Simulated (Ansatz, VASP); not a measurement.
**One calculation of Br, two programs**

The input POSCAR:

```
Br
1.0
    4.5976403800      0.0000000000      0.0000000000
    0.0000000000      4.5976403800      0.0000000000
    0.0000000000      0.0000000000      4.5976403800
Br
3
Direct
    0.5000000000      0.0000000000      0.0000000000
    0.0000000000      0.5000000000      0.0000000000
    0.0000000000      0.0000000000      0.5000000000
```

File INCAR.step1:

```
SYSTEM = Br
PREC = Accurate ; ENCUT = 520
ISMEAR = -1 ; SIGMA = 0.05
LREAL = .FALSE. ; LASPH = .TRUE.
NELM = 100 ; NBANDS = 18
GGA = PE ; ALGO = Normal
EDIFF = 1E-4 ; LWAVE = .TRUE.
LCHARG = .FALSE.
```

The input INCAR.step2:

```
SYSTEM = Br
PREC = Accurate ; ENCUT = 520
EDIFF = 1E-6 ; ISMEAR = -1
SIGMA = 0.05 ; LREAL = .FALSE.
LASPH = .TRUE. ; NELM = 100
ALGO = Normal ; ISIF = 2
LWAVE = .FALSE. ; LCHARG = .TRUE.
METAGGA = R2SCAN ; LMIXTAU = .TRUE.
IVDW = 13 ; LELF = .TRUE.
LVHAR = .TRUE. ; NBANDS = 18
VDW_S6 = 1.0 ; VDW_S8 = 0.6018749
VDW_A1 = 0.51559235 ; VDW_A2 = 5.77342911
ISTART = 1
```

File KPOINTS:

```
regular mesh
0
G
  5 5 5
  0 0 0
```

Input for Ansatz:

```yaml
crystal:
  lattice:
    - [4.59764038, 0.0, 0.0]
    - [0.0, 4.59764038, 0.0]
    - [0.0, 0.0, 4.59764038]
  atoms:
    - { symbol: Br, position: [0.5, 0.0, 0.0] }
    - { symbol: Br, position: [0.0, 0.5, 0.0] }
    - { symbol: Br, position: [0.0, 0.0, 0.5] }
kpoints:
  mp_grid:
    grid: [5, 5, 5]
hamiltonian:
  xc: r2scan
  dispersion: d4
scf:
  occupations:
    method: fermi_dirac
    width: 0.05
output:
  eigenvalues: true
```

Alike in both runs: task single point; functional r2SCAN; dispersion D4; k mesh 5 × 5 × 5; occupations fermi-dirac, width 0.05 eV; no spin polarisation.

|  | VASP | Ansatz |
| --- | --- | --- |
| version | VASP 6.6.1 | Ansatz 0.2.0 |
| potentials or method | VASP PAW PBE potentials, release 64 (Br) | plane waves, PAW |
| plane-wave cutoff (eV) | 520 | 500 |
| valence electrons in the cell | 21 | 21 |

Ansatz gave:

| Item | Value |
| --- | --- |
| gap on the k mesh at the Fermi level (eV) | none |
| dispersion energy (meV/atom) | -91.2 |

**Question.** What did VASP give for the same quantities?

**Answer.** gap on the k mesh at the Fermi level (eV): none; dispersion energy (meV/atom): -91.0.

A gap of «none» marks a metal or a gap that the smearing closes.

Caveats: an odd number of electrons without spin polarisation forces a metal; a magnetic or distorted state may lie lower.
